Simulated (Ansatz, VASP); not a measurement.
# LaAlGe: VASP beside Ansatz

One calculation is typed for both programs; each brings its own data sets and cutoff. How far apart do they land? The cell is taken from a series of VASP runs on this material, whose earlier steps may have relaxed, scaled or displaced it; both programs get it as it stands.

Calculated with Ansatz 0.2.0; plane waves, with VASP 6.6.1 beside it; relaxation of cell and atoms at LDA.

### 1. Set-up

Symmetry: I4_1md, No. 109, tetragonal system. Conventional cell: a = 4.274 Å, b = 4.274 Å, c = 14.607 Å, α = 90.00°, β = 90.00°, γ = 90.00°. Nearest to La lie 6 Al at 3.24 to 3.26 Å and 6 Ge at 3.24 to 3.26 Å. Nearest to Ge lie 3 Al at 2.43 to 2.46 Å and 6 La at 3.24 to 3.26 Å. Nearest to Al lie 3 Ge at 2.43 to 2.46 Å and 6 La at 3.24 to 3.26 Å. Farther neighbours are not listed.

Coordinates:

```cif
data_structure
_symmetry_space_group_name_H-M 'P 1'
_symmetry_Int_Tables_number 1
_cell_length_a 7.9044
_cell_length_b 7.9044
_cell_length_c 7.9044
_cell_angle_alpha 148.626
_cell_angle_beta 148.626
_cell_angle_gamma 44.962
_cell_volume 133.44
loop_
_atom_site_label
_atom_site_type_symbol
_atom_site_fract_x
_atom_site_fract_y
_atom_site_fract_z
_atom_site_occupancy
La1 La 0.49919 0.99919 0.50000 1
La2 La 0.74919 0.74919 0.00000 1
Ge3 Ge 0.91624 0.41624 0.50000 1
Ge4 Ge 0.16624 0.16624 0.00000 1
Al5 Al 0.08288 0.58288 0.50000 1
Al6 Al 0.33288 0.33288 0.00000 1
```

### 2. VASP: relaxation of cell and atoms, LDA

The relaxed volume is the usual yardstick between codes: its relative difference is about their pressure difference at one cell divided by the bulk modulus.

Lines of VASP's logs that name or quote its potential files are left out, and so is its time.

Input file INCAR:

```
SYSTEM = LaAlGe
PREC = Accurate
ENCUT = 450
EDIFF = 1E-07
NELM = 100
ISMEAR = 1
SIGMA = 0.15
LREAL = .FALSE.
ALGO = Normal
GGA = CA
NBANDS = 34
LASPH = .TRUE.
LORBIT = 11
LWAVE = .FALSE.
LCHARG = .FALSE.
KPAR = 8
IBRION = 2
NSW = 50
ISIF = 3
EDIFFG = -0.002
```

Input file POSCAR:

```
LaAlGe
1.0
   -2.1372108194      2.1372108194      7.3036795641
    2.1372108194     -2.1372108194      7.3036795641
    2.1372108194      2.1372108194     -7.3036795641
La Ge Al
2 2 2
Direct
    0.4991858366      0.9991858366      0.5000000000
    0.7491858366      0.7491858366      0.0000000000
    0.9162368230      0.4162368230      0.5000000000
    0.1662368230      0.1662368230      0.0000000000
    0.0828773405      0.5828773405      0.5000000000
    0.3328773405      0.3328773405      0.0000000000
```

Input file KPOINTS:

```
Automatic mesh
0
Gamma
12 12 12
0 0 0
```

The projector-augmented-wave data sets are La, Ge_d and Al (LDA family, release 64).

Launch:

```sh
mpirun -np 8 vasp_std
```

Numbers of over 12 decimals in the logs are rounded to 6 here.

The program printed:

```text
[banner, memory and clock lines left out]
running    8 mpi-ranks, on    1 nodes
 distrk:  each k-point on    1 cores,    8 groups
 distr:  one band on    1 cores,    1 groups

 POSCAR found type information on POSCAR LaGeAl
 POSCAR found :  3 types and       6 ions
|                                                                             |
|           W    W    AA    RRRRR   N    N  II  N    N   GGGG   !!!           |
|           W    W   A  A   R    R  NN   N  II  NN   N  G    G  !!!           |
|           W    W  A    A  R    R  N N  N  II  N N  N  G       !!!           |
|           W WW W  AAAAAA  RRRRR   N  N N  II  N  N N  G  GGG   !            |
|           WW  WW  A    A  R   R   N   NN  II  N   NN  G    G                |
|           W    W  A    A  R    R  N    N  II  N    N   GGGG   !!!           |
|                                                                             |
|     For optimal performance we recommend to set                             |
|       NCORE = 2 up to number-of-cores-per-socket                            |
|     NCORE specifies how many cores store one orbital (NPAR=cpu/NCORE).      |
|     This setting can greatly improve the performance of VASP for DFT.       |
|     The default, NCORE=1 might be grossly inefficient on modern             |
|     multi-core architectures or massively parallel machines. Do your        |
|     Unfortunately you need to use the default for GW and RPA                |
|     calculations (for HF NCORE is supported but not extensively tested      |
|     yet).                                                                   |
|                                                                             |

 LDA part: xc-table for (Slater(with rela. corr.)+CA(PZ))
 , standard interpolation
 POSCAR, INCAR and KPOINTS ok, starting setup
 FFT: planning ... GRIDC
 FFT: planning ... GRID_SOFT
 FFT: planning ... GRID
 WAVECAR not read
 entering main loop
       N       E                     dE             d eps       ncg     rms          rms(c)
DAV:   1     0.582978078527E+03    0.58298E+03   -0.21664E+04 11454   0.282E+03
DAV:   2     0.956627771538E+02   -0.48732E+03   -0.47094E+03 14636   0.586E+02
DAV:   3    -0.249285822237E+02   -0.12059E+03   -0.11938E+03 17540   0.248E+02
DAV:   4    -0.337886802952E+02   -0.88601E+01   -0.87489E+01 19382   0.712E+01
DAV:   5    -0.345598555012E+02   -0.77118E+00   -0.76962E+00 20712   0.193E+01    0.620E+00
DAV:   6    -0.345043431004E+02    0.55512E-01   -0.15958E+00 20720   0.745E+00    0.321E+00
DAV:   7    -0.344314650157E+02    0.72878E-01   -0.27100E-01 19472   0.369E+00    0.670E-01
DAV:   8    -0.344300043858E+02    0.14606E-02   -0.40279E-02 21360   0.130E+00    0.187E-01
DAV:   9    -0.344301265808E+02   -0.12219E-03   -0.55649E-03 20568   0.520E-01    0.963E-02
DAV:  10    -0.344302178511E+02   -0.91270E-04   -0.77833E-04 21536   0.172E-01    0.360E-02
DAV:  11    -0.344302213295E+02   -0.34785E-05   -0.14636E-04 20016   0.801E-02    0.101E-02
DAV:  12    -0.344302230258E+02   -0.16963E-05   -0.22099E-05 22024   0.282E-02    0.694E-03
DAV:  13    -0.344302232127E+02   -0.18691E-06   -0.37847E-06 18760   0.119E-02    0.269E-03
DAV:  14    -0.344302232907E+02   -0.77993E-07   -0.76582E-07 17024   0.597E-03
   1 F= -.34430223E+02 E0= -.34431103E+02  d E =-.344302E+02
[...]
2 F= -.34430240E+02 E0= -.34431120E+02  d E =-.166978E-04
[...]
3 F= -.34430241E+02 E0= -.34431120E+02  d E =-.172489E-04
[...]
4 F= -.34430240E+02 E0= -.34431120E+02  d E =-.171288E-04
[...]
5 F= -.34430241E+02 E0= -.34431120E+02  d E =-.172360E-04
[...]
6 F= -.34430241E+02 E0= -.34431122E+02  d E =-.801938E-06
 trial-energy change:   -0.000001  1 .order    0.000000   -0.000003    0.000003
 step:   0.6825(harm=  0.4619)  dis= 0.00006  next Energy=   -34.430242 (dE=-0.120E-05)
 bond charge predicted
       N       E                     dE             d eps       ncg     rms          rms(c)
DAV:   1    -0.344302428778E+02   -0.14853E-05   -0.33229E-05 16624   0.626E-02    0.697E-03
DAV:   2    -0.344302417937E+02    0.10841E-05   -0.37993E-06 19750   0.232E-02    0.347E-03
DAV:   3    -0.344302414460E+02    0.34768E-06   -0.10076E-06 16440   0.109E-02    0.808E-04
DAV:   4    -0.344302414282E+02    0.17825E-07   -0.67014E-08 10184   0.352E-03
   7 F= -.34430241E+02 E0= -.34431122E+02  d E =-.901476E-06
 curvature:  -0.19 expect dE=-0.181E-06 dE for cont linesearch -0.125E-06
 trial: gam=-0.13449 g(F)=  0.430E-06 g(S)=  0.531E-06 ort = 0.131E-05 (trialstep = 0.919E+00)
 search vector abs. value=  0.656E-06
 reached required accuracy - stopping structural energy minimisation
```

Parts of OUTCAR (step 2):

```text
ion  position               nearest neighbor table
   1  0.499  0.999  0.500-   6 3.24   6 3.24   4 3.24   4 3.24   3 3.26   3 3.26   3 3.26   3 3.26
                             5 3.26   5 3.26   5 3.26   5 3.26
   2  0.749  0.749  0.000-   5 3.24   5 3.24   3 3.24   3 3.24   4 3.26   4 3.26   4 3.26   4 3.26
                             6 3.26   6 3.26   6 3.26   6 3.26
   3  0.916  0.416  0.500-   5 2.43   6 2.46   6 2.46   2 3.24   2 3.24   1 3.26   1 3.26   1 3.26
                             1 3.26
   4  0.166  0.166  0.000-   6 2.43   5 2.46   5 2.46   1 3.24   1 3.24   2 3.26   2 3.26   2 3.26
                             2 3.26
   5  0.083  0.583  0.500-   3 2.43   4 2.46   4 2.46   2 3.24   2 3.24   1 3.26   1 3.26   1 3.26
                             1 3.26
   6  0.333  0.333  0.000-   4 2.43   3 2.46   3 2.46   1 3.24   1 3.24   2 3.26   2 3.26   2 3.26
                             2 3.26

  LATTYP: Found a body centered tetragonal cell.
 ALAT       =     4.2744216388
 C/A-ratio  =     3.4173884475

 Subroutine GETGRP returns: Found  8 space group operations
 (whereof  4 operations were pure point group operations)

The static configuration has the point symmetry C_2v.
 The point group associated with its full space group is C_4v.

 Found    163 irreducible k-points:

   k-points           NKPTS =    163   k-points in BZ     NKDIM =    163   number of bands    NBANDS=     34

   dimension x,y,z NGX =    56 NGY =   56 NGZ =   56
   dimension x,y,z NGXF=   112 NGYF=  112 NGZF=  112

   ENCUT  =  450.0 eV  33.07 Ry    5.75 a.u.  13.67 13.67 13.67*2*pi/ulx,y,z

   NELECT =      56.0000    total number of electrons

 k-points in reciprocal lattice and weights: Automatic mesh
   0.00000000  0.00000000  0.00000000       0.001
   0.08333333  0.00000000  0.00000000       0.005
   0.16666667  0.00000000 -0.00000000       0.005
   0.25000000  0.00000000  0.00000000       0.005
   0.33333333  0.00000000 -0.00000000       0.005
   0.41666667  0.00000000 -0.00000000       0.005
   0.50000000  0.00000000  0.00000000       0.002
   0.08333333  0.08333333  0.00000000       0.005
   0.16666667  0.08333333 -0.00000000       0.009
[...]
-0.41666667 -0.41666667  0.41666667       0.001
   0.50000000  0.50000000  0.50000000       0.001

 average (electrostatic) potential at core
       1 -95.9312       2 -95.9312       3 -71.7073       4 -71.7073       5 -70.4945
       6 -70.4945

 E-fermi :   8.0440

 k-point     1 :       0.0000    0.0000    0.0000
  band No.  band energies     occupation
    ...
     24       5.9240      2.00000
     25       6.3436      2.00000
     26       6.6324      2.00000
     27       6.6324      2.00000
     28       7.4941      2.00000
     29       8.3042     -0.03412
     30       8.4565     -0.00071
     31       9.1375     -0.00000
     32       9.5221     -0.00000
     33       9.5225     -0.00000
    ...

 k-point     2 :       0.0833    0.0000    0.0000
  band No.  band energies     occupation
    ...
     24       5.9525      2.00000
     25       6.4197      2.00000
     26       6.6288      2.00000
     27       6.7063      2.00000
     28       7.5373      2.00002
     29       8.4624     -0.00058
     30       8.5468     -0.00002
     31       9.1399     -0.00000
     32       9.3499     -0.00000
     33       9.4496     -0.00000
    ...

 k-point     3 :       0.1667    0.0000   -0.0000
  band No.  band energies     occupation
    ...
     24       5.8488      2.00000
     25       6.1707      2.00000
     26       6.6133      2.00000
     27       7.0307      2.00000
     28       7.6299      2.00067
     29       8.4368     -0.00134
     30       8.8944     -0.00000
     31       9.0384     -0.00000
     32       9.0753     -0.00000
     33       9.4605     -0.00000
    ...

  Total        0.0009228      0.0009228      0.0080183      0.0000000      0.0000000      0.0000000
  in kB        0.0110831      0.0110831      0.0963033      0.0000000      0.0000000      0.0000000
  external PRESSURE =       0.0394898 kB  Pullay stress =       0.0000000 kB

  energy-cutoff  :      450.00
  volume of cell :      133.40
      direct lattice vectors                 reciprocal lattice vectors
    -2.136633671  2.136633671  7.305159302     0.000000000  0.234012974  0.068444777
     2.136633671 -2.136633671  7.305159302     0.234012974  0.000000000  0.068444777
     2.136633671  2.136633671 -7.305159302     0.234012974  0.234012974  0.000000000

 POSITION                                       TOTAL-FORCE (eV/Angst)
 -----------------------------------------------------------------------------------
      2.13663      0.00000      7.29349        -0.000000      0.000000      0.000614
      0.00000      0.00000     10.94607         0.000000     -0.000000      0.000614
      0.00000      2.13663      6.08106        -0.000000     -0.000000      0.001087
      0.00000      0.00000      2.42848        -0.000000     -0.000000      0.001087
      2.13663      0.00000      1.21092         0.000000      0.000000     -0.001701
      0.00000      0.00000      4.86350         0.000000      0.000000     -0.001701
 -----------------------------------------------------------------------------------
    total drift:                               -0.000004     -0.000004     -0.000185

  FREE ENERGIE OF THE ION-ELECTRON SYSTEM (eV)
  ---------------------------------------------------
  free  energy   TOTEN  =       -34.4302414282 eV

  energy  without entropy=      -34.4328833774  energy(sigma->0) =      -34.43112208

 reached required accuracy - stopping structural energy minimisation

 total charge
# of ion       s       p       d       f       tot
--------------------------------------------------
    1        2.029   5.627   0.838   0.110   8.604
    2        2.029   5.627   0.838   0.110   8.604
    3        1.118   1.390  10.006   0.000  12.515
    4        1.118   1.390  10.006   0.000  12.515
    5        0.425   0.420   0.000   0.000   0.845
    6        0.425   0.420   0.000   0.000   0.845
--------------------------------------------------
tot          7.145  14.874  21.689   0.220  43.928

[... 3 further parts left out ...]
```

The run keeps the 8 symmetry operations of its start, so it cannot find a distortion of lower symmetry.

(Part 1 of 2 ends here.)

[Lines on the potential files, build, host, timing and source positions are cut from VASP's logs without a mark.]

[Logs are printed without paths, hosts, clocks, repeated set-up lines and the standing remarks that a program may print on its own settings, such as how far it seeks lower states.]

[Hosts, paths, dates, database ids (printed as entryN), source tags and the programs' standing remarks are cut or masked in the printed files.]
